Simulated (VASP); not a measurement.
A run of VASP 6.6.1 is set up as follows.

INCAR

```
  PREC = Accurate
  ENCUT = 520
  EDIFF = 1E-6
  ISMEAR = 0
  SIGMA = 0.02
  LREAL = False
  LASPH = True
  NELM = 100
  ALGO = Normal
  ISIF = 2
  LWAVE = False
  LCHARG = False
  GGA = PE
```

KPOINTS

```
regular mesh
0
Gamma
  11 11 11
```

The input POSCAR:

```
LiH
1.0
    0.0000000000      2.0367500000      2.0367500000
    2.0367500000      0.0000000000      2.0367500000
    2.0367500000      2.0367500000      0.0000000000
Li H
1 1
Cartesian
    0.0000000000      0.0000000000      0.0000000000
    2.0367500000      2.0367500000      2.0367500000
```

Potentials or basis: VASP PAW PBE potentials, release 54 (Li_sv, H).

The run is started by

```bash
$ cat potpaw_PBE.54/Li_sv/POTCAR potpaw_PBE.54/H/POTCAR > POTCAR
$ mpirun -np 1 vasp_std > vasp.out
```

**Question.** Predict the band gap on the k mesh.

**Answer.** 3.20 eV, direct.

Caveat: an odd mesh through Γ misses points on the zone boundary, where band edges often lie.
